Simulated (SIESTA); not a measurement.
Runs of SIESTA 5.4.2 on Hg. The cell holds a slab with vacuum, 5 atoms: a = 2.997 Å, b = 2.997 Å, c = 25.942 Å, α = 90.00°, β = 90.00°, γ = 70.52°. 

```tsv
level	potentials or basis	gap on the mesh (eV)	largest force (eV/Å)
RPBE	PseudoDojo 0.4 standard (PBE files), DZP (energy shift 0.003 Ry; two zetas on semicore shells)	none	0.25
PBEsol	PseudoDojo 0.4 standard (PBEsol files), DZP (energy shift 0.003 Ry; two zetas on semicore shells)	none	0.16
BLYP	PseudoDojo 0.4 standard (PBE files), DZP (energy shift 0.003 Ry; two zetas on semicore shells)	none	0.42
PW91	PseudoDojo 0.4 standard (PBE files), DZP (energy shift 0.003 Ry; two zetas on semicore shells)	none	(b)
LDA	PseudoDojo 0.4 standard (LDA files), DZP (energy shift 0.003 Ry; two zetas on semicore shells)	none	(a)
```

Alike in all rows: task single point; no spin polarisation; cell as given; k mesh 9 × 9 × 1; smearing fermi-dirac 0.05 eV; grid cutoff 800 Ry; energy shift 0.003 Ry.

Estimate the missing entries.

(a) 0.29; (b) 0.13.

Caveats: the valence orbitals were made in a potential fitted to the semicore shell under them, which widens gaps by tenths of an eV or more; the basis of atomic orbitals isn't converged, which shifts pressures, moduli and gaps; the potentials were made for another functional, which shifts forces and pressure (some runs).

A k mesh can miss the band edges, and the runs leave out spin-orbit coupling on Hg.

A gap of «none» marks a metal or a gap under the smearing width.

Runs at the PBE level aren't shown here.
